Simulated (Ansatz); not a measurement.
# LuH3 (I4/mmm) in Ansatz: convergence with xc grid

Aim: find how far xc grid must go before the results for LuH3 settle, at LDA. This setting moves, with any that are tied to it; all else stays.

Everything below comes from runs of Ansatz 0.2.0. Logs are shortened: lines on timing, memory, paths and dates and some standing lists are left out, and cuts for length are marked.

**1. The structure**

Symmetry: I4/mmm, No. 139, tetragonal system. Conventional cell: a = 3.348 Å, b = 3.348 Å, c = 5.564 Å, α = 90.00°, β = 90.00°, γ = 90.00°. Around Lu (site symmetry 4/mmm) lie 12 H at 2.18 to 2.37 Å. Around H (site symmetry 4/mmm) lie 8 H at 2.18 Å and 4 Lu at 2.37 Å. Around H (site symmetry -4m2) lie 4 Lu at 2.18 Å and 8 H at 2.18 to 2.37 Å.

Measurements of this composition are mostly on another form, of space group No. 165.

**2. With xc grid 1**

Input file input.yaml:

```yaml
crystal:
  lattice:
    - [-1.674081, 1.674081, 2.782202]
    - [1.674081, -1.674081, 2.782202]
    - [1.674081, 1.674081, -2.782202]
  atoms:
    - { symbol: Lu, position: [0.0, 0.0, 0.0] }
    - { symbol: H, position: [0.5, 0.5, 0.0] }
    - { symbol: H, position: [0.25, 0.75, 0.5] }
    - { symbol: H, position: [0.75, 0.25, 0.5] }
hamiltonian:
  xc: lda
  pseudopotentials: { kind: paw_fr }
magnetization:
  noncollinear: true
  spin_orbit: true
kpoints:
  mp_grid: { grid: [9, 9, 9] }
scf:
  occupations: { method: fermi_dirac, width: 0.05 }
output:
  forces: true
  stress: true
  eigenvalues: true
basis:
  xc_grid: 1
```

Potentials or basis: Ansatz PAW.

Started as:

```sh
ansatz run input.yaml --threads 2 --pin off --max-ram 5632MiB --backend cpu --events-out ev --progress --plain --runs-dir out
```

Log:

```text
Warning: RAYON_NUM_THREADS=2 ignored (pool sized by the plan → 2); use --threads N
Engine: ansatz 0.2.0, aarch64-unknown-linux-gnu
Pseudopotentials: kind: paw_fr
Pseudopotential: Lu, paw_fr, valence charge 25, recommended cutoff 420 eV (normal), Lu.paw.azcp#standard-fr
Pseudopotential: H, paw_fr, valence charge 1, recommended cutoff 420 eV (normal), H.paw.azcp#standard-fr
Functional definition: SPW92
  exchange = slater_x
  correlation = pw_c
non-collinear run that drives no moment, with spin-orbit: no starting moment large enough to seed its density (crystal.atoms[].spin), no starting occupations that ask for one, no magnetisation constraint and no magnetic field, so the semilocal B_xc is pinned to zero
Crystal: 4 atoms, lattice volume = 31.189 Å³
Basis set: ecut = 420 eV, 605 PW (Γ)
Bands: 36, of which v1, the nominal top of the filled ones, is band 28 counted from 1 (27 counted from 0)
Symmetry: 16 space group operations + 16 with time reversal
Magnetic group: BNS 139.532 (UNI 1192), of the structure as read, at distance tolerance 3.1e-5 Å
k-points: 75 of 729
Projection manifold: j_resolved (fully-relativistic pseudo-atomic orbitals)
Non-local potential: Lu, projectors of the file, l = 0: 3, l = 1: 4, l = 2: 4, l = 3: 6
Non-local potential: H, projectors of the file, l = 0: 2, l = 1: 2
PAW form: soft (Blöchl's): semilocal exchange-correlation on the pseudo side does not see the compensation charge
PAW frozen core: Lu, regenerated for the run's functional, and the local potential with it (the file was generated under x = pbe(κ = 0.804, μ = 0.2195149727645171), c = pbe(β = 0.06672455060314922))
PAW one-centre angular grid: Lu, 590 points (default); XC on 64 Gauss nodes
PAW one-centre angular grid: H, 110 points (default); XC on 64 Gauss nodes
[... 28 lines left out ...]
E sigma→0 (E₀):  -14558.594323 eV
Entropy (-TS):   -0.001558 eV (-0.390 meV/atom)
Fermi energy:    14.251793 eV
--- Per-component energies (eV) ---
  E_band       = 15.796051
  E_kinetic    = 463.266200
  E_local      = -6650.183651  (includes V_loc(G=0)·N_el)
  E_nonlocal   = 589.068491
  E_hartree    = 2782.685678
  E_xc         = -245.166572
  E_vxc        = -295.557729  (∫ρ·V_xc dr)
  E_paw        = -7153.390084  (= ΣΔE_a)
  E_vpaw       = 343.827056  (= ΣTr[D̂ρ^β])
  E_aug_tail   = -0.003491  (compensation charges beyond the density's cutoff)
  E_ewald      = -4347.194765
  E_core_change = 2.324652  (= ΣΔE_core)
  E_smearing   = -0.001558  (= −TS)
  E_closure    = -0.000000  (closes the sum)
  Σ components = -14558.595102   (vs F -14558.595102, Δ=0.00e0)
--- Forces (eV/Å), atoms counted from 1 ---
  atom   1  Lu    -0.00000000     0.00000000     0.00000000
  atom   2  H      0.00000000     0.00000000    -0.00000000
  atom   3  H     -0.00000000     0.00000000     0.00000000
  atom   4  H      0.00000000     0.00000000     0.00000000
  max |Σ_I F_I| component: 1.08e-19 eV/Å
--- Stress (GPa, compression-positive) ---
       -6.384262       0.000000       0.000000
        0.000000      -6.384262      -0.000000
        0.000000       0.000000      -6.496151
  P = ⅓ Tr σ = -6.4216 GPa (-64.216 kbar)
--- Band table (eV; the first three rows and the last of 75) ---
  k-point 0: bands = ["-42.1924", "-42.1924", "-17.8451", "-17.8451", "-10.8866", "-10.8866", "-10.8220", "-10.8220", "3.3826", "3.3826", "8.0237", "8.0237", "8.1125", "8.1125", "8.1157", "8.1157", "9.4661", "9.4661", "9.6046", "9.6046", "9.6604", "9.6604", "9.6707", "9.6707", "13.7873", "13.7873", "14.1802", "14.1802", "14.3693", "14.3693", "15.5533", "15.5533", "15.6905", "15.6905", "18.8925", "18.8925"]
  k-point 1: bands = ["-42.1873", "-42.1873", "-17.8670", "-17.8670", "-10.9243", "-10.9243", "-10.8853", "-10.8853", "3.8325", "3.8325", "8.0212", "8.0212", "8.1085", "8.1085", "8.1139", "8.1139", "9.4420", "9.4420", "9.6018", "9.6018", "9.6523", "9.6523", "9.6619", "9.6619", "12.2360", "12.2360", "14.3398", "14.3398", "14.6757", "14.6757", "15.6220", "15.6220", "17.3335", "17.3335", "17.6393", "17.6393"]
  k-point 2: bands = ["-42.1744", "-42.1744", "-17.9210", "-17.9210", "-11.0741", "-11.0741", "-10.9751", "-10.9751", "5.0485", "5.0485", "8.0182", "8.0182", "8.0954", "8.0954", "8.1144", "8.1144", "9.3320", "9.3320", "9.5834", "9.5834", "9.6356", "9.6356", "9.6514", "9.6514", "10.6133", "10.6133", "13.3582", "13.3582", "15.5371", "15.5371", "15.8571", "15.8571", "16.5891", "16.5891", "19.9279", "19.9279"]
  k-point 74: bands = ["-42.1700", "-42.1700", "-17.9624", "-17.9624", "-11.2856", "-11.2856", "-10.9627", "-10.9627", "7.8511", "7.8511", "8.0440", "8.0440", "8.1134", "8.1134", "8.1334", "8.1334", "8.5659", "8.5659", "9.3611", "9.3611", "9.6342", "9.6342", "9.6433", "9.6433", "9.6667", "9.6667", "9.7449", "9.7449", "18.6951", "18.6951", "18.9628", "18.9628", "19.5834", "19.5834", "19.9628", "19.9628"]
```

Wall time 8.4 s (2 threads of Arm Neoverse V2, shared host); peak memory 0.47 GiB.

What came out:

```
Free energy            : -14558.5951 eV
Pressure               : -6.4 GPa
Band gap on the k mesh : none (metal or under the smearing width)
```

**3. With xc grid 2**

input.yaml: that of step 2 with these lines changed.

```diff
@@ -25,2 +25,2 @@
 basis:
-  xc_grid: 1
+  xc_grid: 2
```

Potentials or basis: Ansatz PAW.

Started as:

```sh
ansatz run input.yaml --threads 2 --pin off --max-ram 5632MiB --backend cpu --events-out ev --progress --plain --runs-dir out
```

It took 8.5 s on 2 threads of Arm Neoverse V2, shared host; peak memory 0.47 GiB.

What came out:

- Free energy: -14558.5951 eV
- Pressure: -6.4 GPa
- Band gap on the k mesh: none (metal or under the smearing width)

**4. With xc grid 3**

input.yaml: that of step 3 with these lines changed.

```diff
@@ -25,2 +25,2 @@
 basis:
-  xc_grid: 2
+  xc_grid: 3
```

Started as:

```sh
ansatz run input.yaml --threads 2 --pin off --max-ram 5632MiB --backend cpu --events-out ev --progress --plain --runs-dir out
```

Run time: 8.5 s. Hardware: 2 threads of Arm Neoverse V2, shared host; peak memory 0.47 GiB.

The run converged. Its results:

| Item | Value |
| --- | --- |
| Free energy | -14558.5951 eV |
| Pressure | -6.4 GPa |
| Band gap on the k mesh | none (metal or under the smearing width) |

**5. With xc grid 4**

input.yaml: that of step 4 with these lines changed.

```diff
@@ -25,2 +25,2 @@
 basis:
-  xc_grid: 3
+  xc_grid: 4
```

Started as:

```sh
ansatz run input.yaml --threads 2 --pin off --max-ram 5632MiB --backend cpu --events-out ev --progress --plain --runs-dir out
```

Wall time 8.8 s (2 threads of Arm Neoverse V2, shared host); peak memory 0.48 GiB.

Results (log left out):

```
Free energy            : -14558.5951 eV
Pressure               : -6.4 GPa
Band gap on the k mesh : none (metal or under the smearing width)
```

**6. With xc grid 5**

input.yaml: that of step 5 with these lines changed.

```diff
@@ -25,2 +25,2 @@
 basis:
-  xc_grid: 4
+  xc_grid: 5
```

Potentials or basis: Ansatz PAW.

Started as:

```sh
ansatz run input.yaml --threads 2 --pin off --max-ram 5632MiB --backend cpu --events-out ev --progress --plain --runs-dir out
```

Wall time 9.1 s (2 threads of Arm Neoverse V2, shared host); peak memory 0.5 GiB.

The run converged. Its results:

```yaml
Free_energy: -14558.5951 eV
Pressure: -6.4 GPa
Band_gap_on_the_k_mesh: none (metal or under the smearing width)
```

**7. Summary**

```csv
xc grid,"energy less the tightest run, at zero smearing (meV/atom)",SCF cycles,CPU time (s),peak memory (GiB)
1,0.00,10,16,0.47
2,0.00,10,16,0.47
3,0.00,10,16,0.47
4,0.00,10,17,0.48
5,0.00,10,18,0.5
```

Against the tightest run, the energy stays within 1 meV/atom from 1 on. The tightest run that finished is the yardstick and may itself not be fully converged.

Caveats: the PAW data sets come from PBE, with cores solved anew for the run's functional, which leaves a small shift of forces and pressure.
